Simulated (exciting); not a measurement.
# CdTe (F-43m) in exciting: equation of state, part 2 of 2

exciting (release sodium). The steps go on from the part before.

### Step 3. Equation of state, PBE, 31.60 Å³/atom (volume scaled by 0.96)

Input file input.xml:

```xml
<input>
  <title>CdTe</title>
  <structure speciespath="./" tshift="false">
    <crystal scale="1">
      <basevect>0.000000000000 5.974716624521 5.974716624521</basevect>
      <basevect>5.974716624521 0.000000000000 5.974716624521</basevect>
      <basevect>5.974716624521 5.974716624521 0.000000000000</basevect>
    </crystal>
    <species speciesfile="Te.xml" rmt="2.3">
      <atom coord="0.750000000000 0.750000000000 0.750000000000"/>
    </species>
    <species speciesfile="Cd.xml" rmt="2.3">
      <atom coord="0.000000000000 0.000000000000 0.000000000000"/>
    </species>
  </structure>
  <groundstate do="fromscratch" ngridk="7 7 7" rgkmax="9" gmaxvr="14" lmaxapw="10" lmaxmat="10" lmaxvr="8" xctype="GGA_PBE" stype="Fermi Dirac" swidth="0.00183747" nempty="10" ValenceRelativity="iora*" epsengy="1e-05" epspot="1e-05" maxscl="60" outputlevel="normal"/>
</input>
```

Potentials or basis: all-electron LAPW+lo, shipped species files, valence relativity iora*.

Command:

```
OMP_NUM_THREADS=1 exciting_smp
```

Wall time 1.7 min (1 thread of Arm Neoverse V2, shared host); peak memory 0.15 GiB.

The run converged. Its results:

```
Free energy                                       : -337229.5849 eV
Band gap on the k mesh                            : 0.99 eV, direct
All electrons inside the program's atomic spheres : Te 49.10; Cd 46.03 (radii Te 2.3, Cd 2.3 bohr)
```

Caveat: spin-orbit coupling is left out, which moves the levels of the heavy elements.

### Step 4. Equation of state, PBE, 32.26 Å³/atom (volume scaled by 0.98)

Changes to input.xml since step 3:

```diff
@@ -4,5 +4,5 @@
     <crystal scale="1">
-      <basevect>0.000000000000 5.974716624521 5.974716624521</basevect>
-      <basevect>5.974716624521 0.000000000000 5.974716624521</basevect>
-      <basevect>5.974716624521 5.974716624521 0.000000000000</basevect>
+      <basevect>0.000000000000 6.015922868953 6.015922868953</basevect>
+      <basevect>6.015922868953 0.000000000000 6.015922868953</basevect>
+      <basevect>6.015922868953 6.015922868953 0.000000000000</basevect>
     </crystal>
```

Command:

```
OMP_NUM_THREADS=1 exciting_smp
```

Wall time 2.1 min (1 thread of Arm Neoverse V2, shared host); peak memory 0.15 GiB.

The run converged. Its results:

| Quantity | Value |
| --- | --- |
| Free energy | -337229.6351 eV |
| Band gap on the k mesh | 0.93 eV, direct |
| All electrons inside the program's atomic spheres | Te 49.09; Cd 46.02 (radii Te 2.3, Cd 2.3 bohr) |

Caveat: spin-orbit coupling is left out, which moves the levels of the heavy elements.

### Step 5. Equation of state, PBE, 32.92 Å³/atom

Changes to input.xml since step 4:

```diff
@@ -4,5 +4,5 @@
     <crystal scale="1">
-      <basevect>0.000000000000 6.015922868953 6.015922868953</basevect>
-      <basevect>6.015922868953 0.000000000000 6.015922868953</basevect>
-      <basevect>6.015922868953 6.015922868953 0.000000000000</basevect>
+      <basevect>0.000000000000 6.056572229426 6.056572229426</basevect>
+      <basevect>6.056572229426 0.000000000000 6.056572229426</basevect>
+      <basevect>6.056572229426 6.056572229426 0.000000000000</basevect>
     </crystal>
```

Potentials or basis: all-electron LAPW+lo, shipped species files, valence relativity iora*.

Command:

```
OMP_NUM_THREADS=1 exciting_smp
```

INFO.OUT:

```text
================================================================================
EXCITING SODIUM started
All units are atomic (Hartree, Bohr, etc.)
================================================================================

********************************************************************************
* Ground-state run starting from atomic densities                              *
********************************************************************************

++++++++++++++++++++++++++++++++++++++++++++++++++++++++++++++++++++++++++++++++
+ Starting initialization                                                      +
++++++++++++++++++++++++++++++++++++++++++++++++++++++++++++++++++++++++++++++++

 Lattice vectors (cartesian) :
      0.0000000000      6.0565722294      6.0565722294
      6.0565722294      0.0000000000      6.0565722294
      6.0565722294      6.0565722294      0.0000000000

[... 451 lines left out ...]

++++++++++++++++++++++++++++++++++++++++++++++++++++++++++++++++++++++++++++++++
| Convergency criteria checked for the last 2 iterations                       +
| Convergence targets achieved. Performing final SCF iteration                 +
++++++++++++++++++++++++++++++++++++++++++++++++++++++++++++++++++++++++++++++++
 Total energy                               :    -12392.96197642
 _______________________________________________________________
 Fermi energy                               :         0.15900371
 Kinetic energy                             :     13055.07383333
 Coulomb energy                             :    -25117.07218612
 Exchange energy                            :      -325.57897754
 Correlation energy                         :        -5.38464609

 DOS at Fermi energy (states/Ha/cell)       :         0.00200574

 Electron charges :
     core                                   :        66.00000000
     core leakage                           :         0.00331742
     valence                                :        34.00000000
     interstitial                           :         4.91546525
     charge in muffin-tin spheres :
                  atom     1    Te          :        49.08058998
                  atom     2    Cd          :        46.00394476
     total charge in muffin-tins            :        95.08453475
     total charge                           :       100.00000000

++++++++++++++++++++++++++++++++++++++++++++++++++++++++++++++++++++++++++++++++
+ Self-consistent loop stopped                                                 +
++++++++++++++++++++++++++++++++++++++++++++++++++++++++++++++++++++++++++++++++
 STATE.OUT is written

********************************************************************************
* Groundstate module stopped                                                   *
********************************************************************************

================================================================================
| EXCITING SODIUM stopped                                                      =
================================================================================
```

Wall time 1.9 min (1 thread of Arm Neoverse V2, shared host); peak memory 0.15 GiB.

Results:

| Property | Result |
| --- | --- |
| Free energy | -337229.6751 eV |
| Band gap on the k mesh | 0.87 eV, direct |
| All electrons inside the program's atomic spheres | Te 49.08; Cd 46.00 (radii Te 2.3, Cd 2.3 bohr) |

Caveat: spin-orbit coupling is left out, which moves the levels of the heavy elements.

### Step 6. Equation of state, PBE, 33.58 Å³/atom (volume scaled by 1.02)

Changes to input.xml since step 5:

```diff
@@ -4,5 +4,5 @@
     <crystal scale="1">
-      <basevect>0.000000000000 6.056572229426 6.056572229426</basevect>
-      <basevect>6.056572229426 0.000000000000 6.056572229426</basevect>
-      <basevect>6.056572229426 6.056572229426 0.000000000000</basevect>
+      <basevect>0.000000000000 6.096683148155 6.096683148155</basevect>
+      <basevect>6.096683148155 0.000000000000 6.096683148155</basevect>
+      <basevect>6.096683148155 6.096683148155 0.000000000000</basevect>
     </crystal>
```

Potentials or basis: all-electron LAPW+lo, shipped species files, valence relativity iora*.

Command:

```
OMP_NUM_THREADS=1 exciting_smp
```

Run time: 2.2 min. Hardware: 1 thread of Arm Neoverse V2, shared host; peak memory 0.16 GiB.

The run converged. Its results:

```
Free energy                                       : -337229.7062 eV
Band gap on the k mesh                            : 0.81 eV, direct
All electrons inside the program's atomic spheres : Te 49.07; Cd 45.99 (radii Te 2.3, Cd 2.3 bohr)
```

Caveat: spin-orbit coupling is left out, which moves the levels of the heavy elements.

### Step 7. Equation of state, PBE, 34.24 Å³/atom (volume scaled by 1.04)

Changes to input.xml since step 6:

```diff
@@ -4,5 +4,5 @@
     <crystal scale="1">
-      <basevect>0.000000000000 6.096683148155 6.096683148155</basevect>
-      <basevect>6.096683148155 0.000000000000 6.096683148155</basevect>
-      <basevect>6.096683148155 6.096683148155 0.000000000000</basevect>
+      <basevect>0.000000000000 6.136273109076 6.136273109076</basevect>
+      <basevect>6.136273109076 0.000000000000 6.136273109076</basevect>
+      <basevect>6.136273109076 6.136273109076 0.000000000000</basevect>
     </crystal>
```

Command:

```
OMP_NUM_THREADS=1 exciting_smp
```

It took 2.2 min on 1 thread of Arm Neoverse V2, shared host; peak memory 0.16 GiB.

Results (log left out):

```yaml
Free_energy: -337229.7294 eV
Band_gap_on_the_k_mesh: 0.75 eV, direct
All_electrons_inside_the_program's_atomic_spheres: Te 49.06; Cd 45.98 (radii Te 2.3, Cd 2.3 bohr)
```

Caveat: spin-orbit coupling is left out, which moves the levels of the heavy elements.

### Step 8. Equation of state, PBE, 34.90 Å³/atom (volume scaled by 1.06)

Changes to input.xml since step 7:

```diff
@@ -4,5 +4,5 @@
     <crystal scale="1">
-      <basevect>0.000000000000 6.136273109076 6.136273109076</basevect>
-      <basevect>6.136273109076 0.000000000000 6.136273109076</basevect>
-      <basevect>6.136273109076 6.136273109076 0.000000000000</basevect>
+      <basevect>0.000000000000 6.175358705118 6.175358705118</basevect>
+      <basevect>6.175358705118 0.000000000000 6.175358705118</basevect>
+      <basevect>6.175358705118 6.175358705118 0.000000000000</basevect>
     </crystal>
```

Command:

```
OMP_NUM_THREADS=1 exciting_smp
```

It took 2.2 min on 1 thread of Arm Neoverse V2, shared host; peak memory 0.16 GiB.

Results (log left out):

* Free energy: -337229.7446 eV
* Band gap on the k mesh: 0.69 eV, direct
* All electrons inside the program's atomic spheres: Te 49.05; Cd 45.97 (radii Te 2.3, Cd 2.3 bohr)

Caveat: spin-orbit coupling is left out, which moves the levels of the heavy elements.

### Step 9. Equation of state, PBE

Potentials or basis: all-electron LAPW+lo, shipped species files, valence relativity iora*.

This step only gathers the single runs of the series.

Results:

| Quantity | Value |
| --- | --- |
| Equilibrium volume | outside the volumes run |

Energy against volume, from the lowest point:
| volume (Å³/atom) | energy (meV/atom) |
| --- | --- |
| 30.947 | 109.91 |
| 31.605 | 79.84 |
| 32.263 | 54.78 |
| 32.922 | 34.78 |
| 33.580 | 19.20 |
| 34.239 | 7.64 |
| 34.897 | 0.00 |

Caveat: the minimum lies outside the volumes run.
